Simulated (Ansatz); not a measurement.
# In2O3 (R-3c) in Ansatz: further runs

The runs below take In2O3 through relaxation of cell and atoms, single point, with LDA, PBEsol+D3(BJ), PBE.

Program: Ansatz 0.2.0. These are calculated values, not measurements. Logs are shortened: lines on timing, memory, paths and dates and some standing lists are left out, and cuts for length are marked.

**The experiment to reproduce.**

“Fabrication and performance enhancement of an In2O3/BiVO4 heterojunction for N-butanol gas sensing applications”, 2024, pmc:11650617 reports, for a powder of In2O3: band gap 3.08 eV (optical).

How close the calculation comes is told below.

### Step 1. Starting point

It takes space group R-3c (No. 167, trigonal). Conventional cell: a = 5.487 Å, b = 5.487 Å, c = 14.510 Å, α = 90.00°, β = 90.00°, γ = 120.00°. Around In (site symmetry 3) lie 6 O at 2.12 to 2.26 Å. Around O (site symmetry 2) lie 4 In at 2.12 to 2.26 Å.

### Step 2. Relaxation of cell and atoms, LDA

The input, input.yaml:

```yaml
crystal:
  lattice:
    - [2.7435, 1.5839604635, 4.8366666667]
    - [-2.7435, 1.5839604635, 4.8366666667]
    - [0.0, -3.167920927, 4.8366666667]
  atoms:
    - { symbol: In, position: [0.85731, 0.85731, 0.85731] }
    - { symbol: In, position: [0.64269, 0.64269, 0.64269] }
    - { symbol: In, position: [0.14269, 0.14269, 0.14269] }
    - { symbol: In, position: [0.35731, 0.35731, 0.35731] }
    - { symbol: O, position: [0.048, 0.75, 0.452] }
    - { symbol: O, position: [0.75, 0.452, 0.048] }
    - { symbol: O, position: [0.452, 0.048, 0.75] }
    - { symbol: O, position: [0.952, 0.25, 0.548] }
    - { symbol: O, position: [0.25, 0.548, 0.952] }
    - { symbol: O, position: [0.548, 0.952, 0.25] }
hamiltonian:
  xc: lda
  pseudopotentials: { kind: paw }
kpoints:
  mp_grid: { grid: [6, 6, 6] }
scf:
  occupations: { method: fermi_dirac, width: 0.05 }
output:
  forces: true
  stress: true
  eigenvalues: true
relax:
  f_tol: 0.01
  max_steps: 40
  cell: { stress_tol: 0.05 }
```

Potentials or basis: Ansatz PAW.

Launch:

```
$ ansatz run input.yaml --threads 4 --pin off --max-ram 11264MiB --backend cpu --events-out ev --progress --plain --runs-dir out
```

What it wrote:

```text
Warning: RAYON_NUM_THREADS=4 ignored (pool sized by the plan → 4); use --threads N
Engine: ansatz 0.2.0, aarch64-unknown-linux-gnu
Pseudopotentials: kind: paw
Pseudopotential: In, paw, valence charge 13, recommended cutoff 420 eV (normal), In.paw.azcp
Pseudopotential: O, paw, valence charge 6, recommended cutoff 420 eV (normal), O.paw.azcp
Functional definition: SPW92
  exchange = slater_x
  correlation = pw_c
Crystal: 10 atoms, lattice volume = 126.109 Å³
Basis set: ecut = 420 eV, 2453 PW (Γ)
Bands: 54, of which v1, the nominal top of the filled ones, is band 44 counted from 1 (43 counted from 0)
Symmetry: 12 space group operations
Space group: R-3c (ITA 167), of the structure as read, at distance tolerance 5.0e-5 Å
k-points: 32 of 216
Non-local potential: In, projectors of the file, l = 0: 2, l = 1: 2, l = 2: 2, l = 3: 2
Non-local potential: O, projectors of the file, l = 0: 2, l = 1: 2, l = 2: 1
PAW form: soft (Blöchl's): semilocal exchange-correlation on the pseudo side does not see the compensation charge
PAW frozen core: In, regenerated for the run's functional, and the local potential with it (the file was generated under x = pbe(κ = 0.804, μ = 0.2195149727645171), c = pbe(β = 0.06672455060314922))
PAW frozen core: O, regenerated for the run's functional, and the local potential with it (the file was generated under x = pbe(κ = 0.804, μ = 0.2195149727645171), c = pbe(β = 0.06672455060314922))
PAW one-centre angular grid: In, 590 points (default); XC on 64 Gauss nodes
PAW one-centre angular grid: O, 110 points (default); XC on 64 Gauss nodes
Initial density: superposition of atomic densities (neutral atoms: chi_scale 0, normalization atom), corrected by the library's trained network
Initial wavefunctions: pseudopotential atomic-orbital guess
Functional: x = slater, c = lda
SCF iter   1: F=—  HF=-25161.461542 eV  |F-HF|=—  |Δ(HF+E_count)|=         —  Δρ=1.99e-2  dr2=4.23e-1  ethr=1.77e-3  ⟨swp⟩=6.2  Hψ=7151  notcnv=0  defer=16
preconditioner: auto → Resta (q_TF=auto, 2.569 Å⁻¹)  ε∞=4.7  [insulator: Δε(μ)=0.990 eV  Ē_g=16.046 eV  σ=0.050 eV  W_gap=1.00  n_scr=32 (ndim 8)  ℏωp=31.0 eV  f_vac=0.019  D(μ)=0.00/eV (n_scr^D=0)  ε∞_Penn≈4.7]
SCF iter   2: F=—  HF=-25161.344596 eV  |F-HF|=—  |Δ(HF+E_count)|=   1.17e-1  Δρ=5.38e-3  dr2=1.58e-2  ethr=4.80e-4  ⟨swp⟩=2.2  Hψ=2759  notcnv=0  defer=139
SCF iter   3: F=—  HF=-25161.339131 eV  |F-HF|=—  |Δ(HF+E_count)|=   5.47e-3  Δρ=2.14e-3  dr2=3.67e-3  ethr=1.80e-5  ⟨swp⟩=2.1  Hψ=2949  notcnv=0  defer=139
SCF iter   4: F=—  HF=-25161.337909 eV  |F-HF|=—  |Δ(HF+E_count)|=   1.22e-3  Δρ=4.64e-4  dr2=1.82e-4  ethr=4.17e-6  ⟨swp⟩=2.0  Hψ=2850  notcnv=0  defer=139
SCF iter   5: F=—  HF=-25161.337888 eV  |F-HF|=—  |Δ(HF+E_count)|=   2.12e-5  Δρ=7.61e-5  dr2=7.09e-6  ethr=2.07e-7  ⟨swp⟩=1.0  Hψ=1589  notcnv=0  defer=139
SCF iter   6: F=—  HF=-25161.337886 eV  |F-HF|=—  |Δ(HF+E_count)|=   1.68e-6  Δρ=1.32e-5  dr2=2.92e-7  ethr=8.06e-9  ⟨swp⟩=2.6  Hψ=2750  notcnv=0  defer=139
SCF iter   7: F=-25161.337886 eV  HF=-25161.337886 eV  |F-HF|=3.93e-10  |Δ(HF+E_count)|=   7.08e-9  Δρ=2.32e-6  dr2=7.70e-9  ethr=1.14e-10  ⟨swp⟩=9.9  Hψ=7711  notcnv=0
SCF 1 converged in 7 iterations: F = -25161.337886 eV  dr2 = 7.70e-9
relax step   1: F+E_penalty+E_count = -25161.33788607 eV  Δ(F+E_penalty+E_count) = +0.000e0 eV  max|allowed force component| = 1.670e-1 eV/Å  Δτ_max = 0.0000 Å  P = -3.199 GPa  Ω = 126.109 Å³  (7 SCF iters, dr2 threshold 1.00e-7 eV, accepted)
Crystal: 10 atoms, lattice volume = 123.491 Å³
Basis set: ecut = 420 eV, 2417 PW (Γ)
Initial density: handed on by an earlier stage of this run
Initial wavefunctions: those handed on with the density
iter 1 solved again at ethr=1.33e-5 eV; its pass at ethr=3.10e-3 eV (dr2=1.17e-2 eV) is discarded
SCF iter   1: F=—  HF=-25161.384468 eV  |F-HF|=—  |Δ(HF+E_count)|=         —  Δρ=3.68e-3  dr2=1.15e-2  ethr=1.33e-5  ⟨swp⟩=2.2  Hψ=8302  notcnv=0
preconditioner: auto → Resta (q_TF=auto, 2.578 Å⁻¹)  ε∞=4.7  [insulator: Δε(μ)=1.316 eV  Ē_g=16.273 eV  σ=0.050 eV  W_gap=1.00  n_scr=32 (ndim 8)  ℏωp=31.3 eV  f_vac=0.013  D(μ)=0.00/eV (n_scr^D=0)  ε∞_Penn≈4.7]
SCF iter   2: F=—  HF=-25161.381012 eV  |F-HF|=—  |Δ(HF+E_count)|=   3.46e-3  Δρ=1.42e-3  dr2=1.55e-3  ethr=1.31e-5  ⟨swp⟩=3.0  Hψ=3136  notcnv=0
SCF iter   3: F=—  HF=-25161.380557 eV  |F-HF|=—  |Δ(HF+E_count)|=   4.55e-4  Δρ=5.48e-4  dr2=3.65e-4  ethr=1.77e-6  ⟨swp⟩=2.3  Hψ=2608  notcnv=0
SCF iter   4: F=—  HF=-25161.380463 eV  |F-HF|=—  |Δ(HF+E_count)|=   9.39e-5  Δρ=1.41e-4  dr2=3.94e-5  ethr=4.15e-7  ⟨swp⟩=2.3  Hψ=3141  notcnv=0
SCF iter   5: F=—  HF=-25161.380456 eV  |F-HF|=—  |Δ(HF+E_count)|=   7.67e-6  Δρ=3.53e-5  dr2=1.54e-6  ethr=4.48e-8  ⟨swp⟩=2.8  Hψ=3042  notcnv=0
[... 51 lines left out ...]
SCF 7 converged in 4 iterations: F = -25161.369128 eV  dr2 = 3.96e-8
relax step   7: F+E_penalty+E_count = -25161.36912753 eV  Δ(F+E_penalty+E_count) = -5.705e-4 eV  max|allowed force component| = 6.764e-5 eV/Å  Δτ_max = 0.0003 Å  P = -0.002 GPa  Ω = 123.766 Å³  energy of the carried Pulay correction = +5.308e-4 eV  (4 SCF iters, dr2 threshold 4.68e-8 eV, accepted)
iter 1 solved again at ethr=9.11e-9 eV; its pass at ethr=3.10e-3 eV (dr2=8.02e-6 eV) is discarded
SCF iter   1: F=—  HF=-25161.368516 eV  |F-HF|=—  |Δ(HF+E_count)|=         —  Δρ=1.08e-5  dr2=5.70e-8  ethr=9.11e-9  ⟨swp⟩=3.9  Hψ=12525  notcnv=0
preconditioner: auto → Resta (q_TF=auto, 2.578 Å⁻¹)  ε∞=4.7  [insulator: Δε(μ)=1.289 eV  Ē_g=16.246 eV  σ=0.050 eV  W_gap=1.00  n_scr=32 (ndim 8)  ℏωp=31.3 eV  f_vac=0.015  D(μ)=0.00/eV (n_scr^D=0)  ε∞_Penn≈4.7]
SCF iter   2: F=—  HF=-25161.368516 eV  |F-HF|=—  |Δ(HF+E_count)|=   6.21e-9  Δρ=5.25e-6  dr2=2.37e-8  ethr=6.48e-11  ⟨swp⟩=2.0  Hψ=2867  notcnv=0
SCF iter   3: F=—  HF=-25161.368516 eV  |F-HF|=—  |Δ(HF+E_count)|=  8.37e-10  Δρ=2.37e-6  dr2=5.45e-9  ethr=2.70e-11  ⟨swp⟩=2.3  Hψ=2378  notcnv=0
SCF iter   4: F=—  HF=-25161.368516 eV  |F-HF|=—  |Δ(HF+E_count)|=  8.37e-10  Δρ=5.78e-7  dr2=2.57e-10  ethr=6.20e-12  ⟨swp⟩=2.0  Hψ=2292  notcnv=0
SCF iter   5: F=-25161.368516 eV  HF=-25161.368516 eV  |F-HF|=1.09e-11  |Δ(HF+E_count)|=  2.91e-11  Δρ=5.37e-8  dr2=3.35e-12  ethr=1.00e-12  ⟨swp⟩=4.8  Hψ=5611  notcnv=0
SCF 8 converged in 5 iterations: F = -25161.368516 eV  dr2 = 3.35e-12
relax step   8: F+E_penalty+E_count = -25161.36851583 eV  Δ(F+E_penalty+E_count) = +6.117e-4 eV  max|allowed force component| = 7.180e-6 eV/Å  Δτ_max = 0.0000 Å  P = -0.006 GPa  Ω = 123.766 Å³  stress off target by 8.35e-3 GPa  SCF on the basis re-selected at this cell (its energy is not comparable with the rows above)  (5 SCF iters)
basis re-selected at this cell: Δ(F+E_penalty+E_count) = +6.117e-4 eV, ΔP = -0.003 GPa vs the last step (what re-selecting the basis moved, of the pressure what is left beyond the Pulay correction that the steps carried, after the strain that the cell walked since its last selection, with what the two solves' SCF thresholds leave and, on support functions, any second-order correction that the steps lacked; it is no measure of the basis error at this ecutwfc). This SCF's stress stands 8.35e-3 GPa from its target on what of the cell is left free (relax.cell.stress_tol is 5.00e-2 GPa) and its largest allowed force component is 7.18e-6 eV/Å (relax.f_tol is 1.00e-2 eV/Å): within both
SCF converged after 5 iterations
Free energy (F): -25161.368516 eV
Harris-Foulkes:  -25161.368516 eV  (|F-HF|=1.09e-11)
Internal energy: -25161.368516 eV  (E = F + TS)
E sigma→0 (E₀):  -25161.368516 eV
Entropy (-TS):   -0.000000 eV (-0.000 meV/atom)
Fermi energy:    9.637972 eV
--- Per-component energies (eV) ---
  E_band       = 35.225963
  E_kinetic    = 2033.180769
  E_local      = -5805.064432  (includes V_loc(G=0)·N_el)
  E_nonlocal   = 1797.700657
  E_hartree    = 2219.200762
  E_xc         = -1283.570194
  E_vxc        = -958.229735  (∫ρ·V_xc dr)
  E_paw        = -16968.932842  (= ΣΔE_a)
  E_vpaw       = -1470.777665  (= ΣTr[D̂ρ^β])
  E_aug_tail   = 0.014847  (compensation charges beyond the density's cutoff)
  E_ewald      = -7155.617757
  E_core_change = 1.719675  (= ΣΔE_core)
  E_smearing   = -0.000000  (= −TS)
  E_closure    = 0.000000  (closes the sum)
  Σ components = -25161.368516   (vs F -25161.368516, Δ=0.00e0)
--- Forces (eV/Å), atoms counted from 1 ---
  atom   1  In     0.00000000     0.00000000     0.00000718
  atom   2  In     0.00000000    -0.00000000    -0.00000718
  atom   3  In    -0.00000000    -0.00000000    -0.00000718
  atom   4  In    -0.00000000     0.00000000     0.00000718
  atom   5  O      0.00000306     0.00000531     0.00000000
  atom   6  O      0.00000306    -0.00000531     0.00000000
  atom   7  O     -0.00000613    -0.00000000     0.00000000
  atom   8  O     -0.00000306    -0.00000531    -0.00000000
  atom   9  O     -0.00000306     0.00000531    -0.00000000
  atom  10  O      0.00000613     0.00000000    -0.00000000
  max |Σ_I F_I| component: 5.20e-18 eV/Å
--- Stress (GPa, compression-positive) ---
       -0.004378      -0.000000      -0.000000
        0.000000      -0.004378       0.000000
       -0.000000       0.000000      -0.008354
  P = ⅓ Tr σ = -0.0057 GPa (-0.057 kbar)
--- Band table (eV; the first three rows and the last of 32) ---
  k-point 0: bands = ["-8.6750", "-7.6953", "-7.6953", "-7.4528", "-7.4528", "-7.3540", "-3.3714", "-3.3714", "-3.1948", "-3.1948", "-3.1917", "-3.0554", "-3.0274", "-3.0274", "-2.9747", "-2.9747", "-2.9116", "-2.9116", "-2.7802", "-2.7802", "-2.7686", "-2.7662", "-2.4487", "-2.4487", "-1.6634", "-1.6634", "3.0364", "3.3580", "4.6728", "4.6728", "5.4165", "5.7651", "6.1158", "6.1158", "6.2529", "8.0804", "8.0804", "8.3503", "8.4865", "8.4865", "8.6104", "8.6104", "8.8612", "8.8612", "10.1809", "14.2988", "15.1240", "16.0728", "18.1314", "18.1314", "18.2845", "18.3304", "18.6737", "18.6737"]
  k-point 1: bands = ["-8.5905", "-7.6850", "-7.6786", "-7.5285", "-7.4713", "-7.3849", "-3.3535", "-3.3379", "-3.2212", "-3.2059", "-3.1689", "-3.0738", "-3.0128", "-3.0052", "-2.9974", "-2.9798", "-2.9248", "-2.9108", "-2.8073", "-2.7778", "-2.7761", "-2.6756", "-2.4794", "-2.4300", "-1.7947", "-1.7056", "3.1593", "3.3589", "4.3437", "5.0574", "5.2177", "5.9222", "6.2574", "6.5322", "6.7235", "7.2977", "7.9386", "7.9861", "8.3558", "8.3813", "8.6284", "8.6754", "8.6955", "8.8304", "11.0587", "14.6277", "14.9884", "15.7971", "17.1354", "17.5800", "18.4443", "18.5179", "19.2398", "19.2640"]
  k-point 2: bands = ["-8.3604", "-7.7481", "-7.6469", "-7.6291", "-7.5216", "-7.4589", "-3.3276", "-3.2815", "-3.2217", "-3.1981", "-3.1430", "-3.0966", "-3.0546", "-3.0307", "-2.9871", "-2.9746", "-2.9201", "-2.8970", "-2.8507", "-2.7795", "-2.7713", "-2.6081", "-2.4353", "-2.3779", "-2.0485", "-1.8555", "3.4072", "3.6474", "3.8991", "5.1266", "5.6423", "6.1091", "6.2700", "6.7308", "7.1269", "7.2736", "7.5460", "7.6335", "8.2002", "8.2370", "8.2518", "8.3466", "8.7467", "8.8914", "12.4851", "14.7550", "14.8882", "15.1155", "16.6775", "17.2057", "18.1735", "18.7738", "18.9779", "19.1321"]
  k-point 31: bands = ["-8.0599", "-8.0599", "-7.5771", "-7.5771", "-7.5771", "-7.5771", "-3.2518", "-3.2518", "-3.2400", "-3.2400", "-3.2400", "-3.2400", "-3.0492", "-3.0492", "-3.0492", "-3.0492", "-2.7989", "-2.7989", "-2.7989", "-2.7989", "-2.6639", "-2.6639", "-2.1566", "-2.1566", "-2.1566", "-2.1566", "3.6745", "3.6745", "5.1597", "5.1597", "5.8523", "5.8523", "5.8523", "5.8523", "6.7760", "6.7760", "7.7364", "7.7364", "7.7364", "7.7364", "8.6925", "8.6925", "8.6925", "8.6925", "13.3001", "13.3001", "16.0683", "16.0683", "17.0410", "17.0410", "18.5939", "18.5939", "18.5939", "18.5939"]
--- Relaxed structure (6 steps of the walk, 6 accepted, 2 SCFs on fresh bases) ---
  F+E_penalty+E_count = -25161.36851583 eV   max|allowed force component| = 7.180e-6 eV/Å   (the final SCF, on the basis selected at the relaxed cell)
  cell:  # Å, volume = 123.7656 Å³
    - [2.7308916783531068, 1.5766810456248748, 4.790716463465096]
    - [-2.7308916783531068, 1.5766810456248748, 4.790716463465096]
    - [-5.04619347521103e-18, -3.1533620912497495, 4.790716463465096]
  atoms:
    - { symbol: In, position: [0.8576777661826395, 0.8576777661826395, 0.8576777661826395] }
    - { symbol: In, position: [0.6423222338173605, 0.6423222338173605, 0.6423222338173605] }
    - { symbol: In, position: [0.14232223381736064, 0.14232223381736064, 0.14232223381736064] }
    - { symbol: In, position: [0.35767776618263925, 0.35767776618263925, 0.35767776618263925] }
    - { symbol: O, position: [0.04553289673035055, 0.75, 0.4544671032696495] }
    - { symbol: O, position: [0.7499999999999999, 0.45446710326964956, 0.045532896730350436] }
    - { symbol: O, position: [0.4544671032696495, 0.04553289673035049, 0.75] }
    - { symbol: O, position: [0.9544671032696495, 0.25000000000000006, 0.5455328967303505] }
    - { symbol: O, position: [0.25, 0.5455328967303505, 0.9544671032696496] }
    - { symbol: O, position: [0.5455328967303505, 0.9544671032696495, 0.25] }
```

It took 30 s on 4 threads of Arm Neoverse V1, shared host; peak memory 0.57 GiB.

Results:

| Quantity | Value |
| --- | --- |
| Free energy | -25161.3685 eV |
| Relaxed volume | 12.38 Å³/atom |
| Relaxed cell | a = 5.735 Å, b = 5.735 Å, c = 5.735 Å, α = 56.87°, β = 56.87°, γ = 56.87° |
| Space group after relaxing (to 0.05 Å) | R-3c (No. 167) |
| Energy gained by relaxing | 3.1 meV/atom |
| Ionic steps | 8 |
| Pressure after relaxing | 0.0 GPa |
| Band gap on the k mesh | 1.29 eV, indirect (least direct gap 1.32 eV) |

The path:
```tsv
step	energy change (eV)	largest force (eV/Å)	volume (Å³)
1	0.0000	0.1670	126.11
2	-0.0426	0.0535	123.49
3	-0.0423	0.0204	123.78
4	-0.0421	0.0145	123.86
5	-0.0421	0.0005	123.86
6	-0.0307	0.0010	123.86
7	-0.0312	0.0001	123.77
8	-0.0306	0.0000	123.77
```

Final structure:
```
CELL_PARAMETERS angstrom
2.73089 1.57668 4.79072
-2.73089 1.57668 4.79072
0.00000 -3.15336 4.79072
ATOMIC_POSITIONS crystal
In 0.85768 0.85768 0.85768
In 0.64232 0.64232 0.64232
In 0.14232 0.14232 0.14232
In 0.35768 0.35768 0.35768
O 0.04553 0.75000 0.45447
O 0.75000 0.45447 0.04553
O 0.45447 0.04553 0.75000
O 0.95447 0.25000 0.54553
O 0.25000 0.54553 0.95447
O 0.54553 0.95447 0.25000
```

Levels at points of the mesh, in eV from the valence-band top:
```csv
k point,band 42,band 43,band 44,band 45,band 46,band 47
"(0.00, 0.00, 0.00)",-0.28,-0.03,-0.03,1.29,5.41,6.23
"(0.00, 0.00, -0.50)",-0.75,-0.06,-0.06,4.97,4.97,5.85
"(0.00, -0.50, -0.50)",-0.34,-0.08,-0.04,5.23,5.50,6.45
"(-0.50, -0.50, -0.50)",-0.20,-0.20,-0.20,4.41,4.41,7.18
```

Caveat: the plane-wave basis is chosen anew once the cell has moved, so the energies of steps on either side of that aren't comparable; the pressure holds a Pulay correction of +0.9 GPa for the finite cutoff; spin-orbit coupling is left out, which moves the levels of the heavy elements; the PAW data sets come from PBE, with cores solved anew for the run's functional, which leaves a small shift of forces and pressure. A hybrid or GW would open this gap; LDA tends to underestimate it.

(Continued in part 2 of 2.)
